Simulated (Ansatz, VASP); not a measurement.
**One calculation of MgS, two programs**

```
Mg S
1.0
     0.00000    2.59121    2.59121
     2.59121    0.00000    2.59121
     2.59121    2.59121    0.00000
Mg S
1 1
Direct
  0.00000 0.00000 0.00000
  0.50000 0.50000 0.50000
```

Alike in both runs: functional PBEsol; k mesh 6 × 6 × 6; occupations gaussian, width 0.02 eV; no spin polarisation.

Ansatz relaxed the structure, and its values are those at the end. VASP's run is a single point on that final structure, the one shown.

```csv
,VASP,Ansatz
version,VASP 6.6.1,Ansatz 0.2.0
potentials or method,"VASP PAW PBE potentials, release 64 (Mg, S)","scalar-relativistic, plane waves, PAW"
plane-wave cutoff (eV),520,420
valence electrons in the cell,8,16
```

|  | VASP | Ansatz | Ansatz less VASP |
| --- | --- | --- | --- |
| gap on the k mesh at the Fermi level (eV) | 2.73 | 2.73 | -0.001 |
| least direct gap on the mesh (eV) | 3.69 | 3.69 | +0.001 |
| pressure (GPa) | -0.2 | 0.0 | +0.19 |

With one functional, cell and mesh, what is left measures potentials, basis and numerics. The two sets of potentials don't hold the same shells in valence. Ansatz warned: «pseudo_functional_mismatch».

Caveats: the PAW data sets were made with another functional, which shifts forces and pressure a little (VASP). A k mesh can miss the band edges. A hybrid or GW would open this gap; PBEsol tends to underestimate it.
